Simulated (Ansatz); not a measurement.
Consider the following.

Li$_{2}$O (anti-fluorite, space group No. 225), a = b = c = 4.573 Å, α = β = γ = 90.00°; the cell used has 3 atoms.

This is the r²SCAN-relaxed structure.

Q: All from DFT-r²SCAN in the program Ansatz with PAW potentials, unless another level is named. Estimate the band gap.

A: 5.77 eV (indirect).

Q: Give the hole effective mass, band 3 of 3 at the edge.

A: 0.96 along [100], 0.65 along [110], 0.59 along [111] (mₑ).

Q: Next, the smallest direct gap on the standard path?

A: 6.20 eV.

Q: What about the valence-band maximum?

A: at Γ.

Q: Predict the conduction-band minimum.

A: at X (3 equivalent valleys).

Space group Fm-3m (anti-fluorite). Symmetry was held in the r²SCAN relaxation.

Potentials: the later of the program's two PAW sets.
